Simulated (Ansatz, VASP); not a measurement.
NaF in VASP and in Ansatz

File INCAR:

```
  ALGO = Normal
  EDIFF = 1E-6
  ENCUT = 520
  ISIF = 2
  ISMEAR = -1
  LASPH = T
  LCHARG = F
  LREAL = F
  LWAVE = F
  NBANDS = 14
  NELM = 80
  PREC = Accurate
  SIGMA = 0.02
```

Contents of KPOINTS:

```
k-points
0
Gamma
  10 10 10
```

Contents of POSCAR:

```
NaF
1.0
    0.0000000000      2.3077069127      2.3077069127
    2.3077069127      0.0000000000      2.3077069127
    2.3077069127      2.3077069127      0.0000000000
Na F
1 1
Direct
    0.0000000000      0.0000000000      0.0000000000
    0.5000000000      0.5000000000      0.5000000000
```

Input for Ansatz:

```yaml
crystal:
  lattice:
    - [0.0, 2.3077069127, 2.3077069127]
    - [2.3077069127, 0.0, 2.3077069127]
    - [2.3077069127, 2.3077069127, 0.0]
  atoms:
    - { symbol: Na, position: [0.0, 0.0, 0.0] }
    - { symbol: F, position: [0.5, 0.5, 0.5] }
kpoints:
  mp_grid: { grid: [10, 10, 10] }
  band_path:
    path:
      - [0.0, 0.0, 0.0]
      - [0.5, 0.0, 0.5]
      - [0.625, 0.25, 0.625]
      - [0.375, 0.375, 0.75]
      - [0.0, 0.0, 0.0]
      - [0.5, 0.5, 0.5]
      - [0.5, 0.25, 0.75]
      - [0.5, 0.0, 0.5]
    npoints: 5
scf:
  occupations: { method: fermi_dirac, width: 0.02 }
hamiltonian:
  xc: lda
  pseudopotentials: { kind: all_electron, lapw: { basis_error: 0.0005 } }
output:
  forces: true
  stress: true
  eigenvalues: true
```

Change from the starting cell: volume scaled by 0.98.

Alike in both runs: task single point; functional LDA; k mesh 10 × 10 × 10; occupations fermi-dirac, width 0.02 eV; no spin polarisation.

```csv
,VASP,Ansatz
version,VASP 6.6.1,Ansatz 0.2.0
potentials or method,"VASP PAW LDA potentials, release 64 (Na_pv, F)","all-electron LAPW, scalar-relativistic"
plane-wave cutoff (eV),520,see its input
```

```tsv
	VASP	Ansatz	Ansatz less VASP
gap on the k mesh at the Fermi level (eV)	6.02	6.03	+0.010
pressure (GPa)	-3.9	-3.8	+0.12
```

Ansatz ran all-electron here, so the differences hold the error of VASP's frozen core and of both bases.

A k mesh can miss the band edges.
